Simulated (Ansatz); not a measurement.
# Ru (sc type): how the settings move a single-point run

How sensitive is a single-point run of Ru (sc type) to its settings? A reference run comes first, then one run with altered input.

Method: reference: DFT, PBE, PAW with Ansatz's default frozen-core files, scalar-relativistic, in Ansatz 0.2.0.

## Step 1: Starting point

The structure is cubic, space group Pm-3m (No. 221). Conventional cell: a = 2.425 Å, b = 2.425 Å, c = 2.425 Å, α = 90.00°, β = 90.00°, γ = 90.00°. Ru (site symmetry m-3m) is surrounded by 6 Ru at 2.43 Å.

As a file:

```cif
data_structure
_symmetry_space_group_name_H-M 'Pm-3m'
_symmetry_Int_Tables_number 221
_cell_length_a 2.4254
_cell_length_b 2.4254
_cell_length_c 2.4254
_cell_angle_alpha 90.000
_cell_angle_beta 90.000
_cell_angle_gamma 90.000
_cell_volume 14.27
loop_
_atom_site_label
_atom_site_type_symbol
_atom_site_symmetry_multiplicity
_atom_site_Wyckoff_symbol
_atom_site_fract_x
_atom_site_fract_y
_atom_site_fract_z
_atom_site_occupancy
Ru1 Ru 1 a 0.00000 0.00000 0.00000 1
```

## Step 2: The reference run

The input, input.yaml:

```yaml
crystal:
  lattice:
    - [2.425423569, 0.0, 0.0]
    - [0.0, 2.425423569, 0.0]
    - [0.0, 0.0, 2.425423569]
  atoms:
    - { symbol: Ru, position: [0.0, 0.0, 0.0] }
kpoints:
  mp_grid: { grid: [15, 15, 15] }
scf:
  occupations: { method: fermi_dirac, width: 0.1 }
hamiltonian:
  xc: pbe
  pseudopotentials: { kind: paw, partial_waves: polarizable }
output:
  forces: true
  stress: true
  eigenvalues: true
```

On the command line:

```
$ ansatz run input.yaml --threads 1 --pin off --max-ram 2048MiB --backend cpu --events-out ev --progress --plain --runs-dir out
```

## Step 3: Variant: symmetry.detect false, mp_grid.grid [5, 5, 5], eigensolver.kind davidson

input.yaml, as its differences from that of step 2:

```diff
@@ -7,6 +7,8 @@
     - { symbol: Ru, position: [0.0, 0.0, 0.0] }
+  symmetry: { detect: false }
 kpoints:
-  mp_grid: { grid: [15, 15, 15] }
+  mp_grid: { grid: [5, 5, 5] }
 scf:
   occupations: { method: fermi_dirac, width: 0.1 }
+  eigensolver: { kind: davidson }
 hamiltonian:
```

Q: Predict the outcome of this session. Wanted: for each run, ending; energy change; pressure; gap; force.

As calculated:

```tsv
run	ending	energy change	pressure (GPa)	gap (eV)	force (eV/Å)	cycles	time
reference	converged	0	29.6	0.00	0.00	6	1.6 s
1: symmetry.detect false, mp_grid.grid [5, 5, 5], eigensolver.kind davidson	converged	-217.1 meV/atom	26.9	0.00	0.00	6	2.1 s
```

Residual by cycle in the longest SCF loop of each run; runs are numbered as in the table. The quantity is the density residual dr2, in eV.

```tsv
cycle	reference	run 1
1	0.00388	0.00398
2	1.0e-3	4.5e-4
3	4.4e-5	8.7e-5
4	4.4e-6	5.4e-6
5	2.5e-7	1.1e-7
6	2.5e-9	4.6e-10
```

Changing the use of symmetry, k-point mesh and solver moves the energy by -217.1 meV/atom, and the pressure goes from 29.6 to 26.9 GPa. The energy is not variational in the mesh, so the sign tells nothing. Of the settings changed, the mesh is the one that moves energies this far. The structure is not at rest: the sound run finds 30 GPa, so these are no properties of the relaxed crystal. 
